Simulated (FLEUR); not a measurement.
**ZnS: band structure with RPBE**

**Experimental background.**

From “Electronic, vibrational, and thermodynamic properties of ZnS (zincblende and rocksalt structure)”, 2009, arxiv:0911.5022, for a bulk crystal of ZnS at 19 K: band gap 3.85 eV (direct).

ZnS:

```
CELL_PARAMETERS angstrom
0.00000 2.70200 2.70200
2.70200 0.00000 2.70200
2.70200 2.70200 0.00000
ATOMIC_POSITIONS crystal
Zn 0.75000 0.75000 0.75000
S 0.00000 0.00000 0.00000
```

* Program: FLEUR MaX-R8.1 (later development tree)
* Task: band structure
* Functional: RPBE
* Potentials or basis: all-electron
* Basis: FLAPW
* Kmax: 5.1 1/bohr
* k mesh: 9 × 9 × 9
* Occupations: fermi-dirac, width 0.05 eV
* Spin: no spin polarisation
* Gmax: 15.8 1/bohr
* Muffin-tin radii: Zn 2.18, S 1.92 bohr
* lmax: Zn 9, S 8
* Local orbitals a species: Zn 6, S 4
* Max iterations: 60
* Mixing factor: 0.05
* Mixer: Anderson
* Mixer history: 15
* Density convergence: 1e-05 me/bohr^3

```yaml
Band_gap_on_the_k_mesh: 2.48 eV, direct
Band_gap_along_the_path: 2.48 eV, direct
Valence_electrons_inside_the_program's_atomic_spheres: Zn 18.49; S 3.69 (radii Zn 2.18, S 1.92 bohr)
```

Levels at the corners of the path, in eV from the valence-band top:
| point | band 11 | band 12 | band 13 | band 14 | band 15 | band 16 |
| --- | --- | --- | --- | --- | --- | --- |
| Γ | 0.00 | 0.00 | 0.00 | 2.48 | 6.54 | 6.54 |
| X | -4.41 | -2.18 | -2.18 | 3.75 | 4.33 | 11.35 |
| W | -4.49 | -2.67 | -2.62 | 5.98 | 6.18 | 8.11 |
| K | -4.51 | -3.00 | -1.77 | 4.43 | 6.18 | 9.66 |
| Γ | 0.00 | 0.00 | 0.00 | 2.48 | 6.54 | 6.54 |
| L | -5.18 | -0.86 | -0.86 | 3.60 | 7.08 | 7.08 |
| U | -4.51 | -3.00 | -1.77 | 4.43 | 6.18 | 9.66 |
| W | -4.49 | -2.67 | -2.62 | 5.98 | 6.18 | 8.11 |
| L | -5.18 | -0.86 | -0.86 | 3.60 | 7.08 | 7.08 |
| K | -4.51 | -3.00 | -1.77 | 4.43 | 6.18 | 9.66 |
| U | -4.51 | -3.00 | -1.77 | 4.43 | 6.18 | 9.66 |
| X | -4.41 | -2.18 | -2.18 | 3.75 | 4.33 | 11.35 |

Core levels (eV from the Fermi level):
| atom | levels |
| --- | --- |
| 1 Zn | 1s1/2 -9519.6, 2s1/2 -1153.2, 2p1/2 -1014.4, 2p3/2 -990.5 |
| 2 S | 1s1/2 -2398.3, 2s1/2 -204.3, 2p1/2 -149.5, 2p3/2 -148.2 |

It took 3.4 min on 1 thread of Arm Neoverse V2 (shared host), peak memory 0.07 GiB.

Against the measured gap of ZnS, 3.85 eV (direct; 19 K; quoted in “Electronic, vibrational, and thermodynamic properties of ZnS (zincblende and rocksalt structure)”, 2009, arxiv:0911.5022), the calculated 2.48 eV is off by -1.37 eV. The value is that of RPBE, without temperature or zero-point motion. Semilocal functionals fall short of measured gaps as a rule.
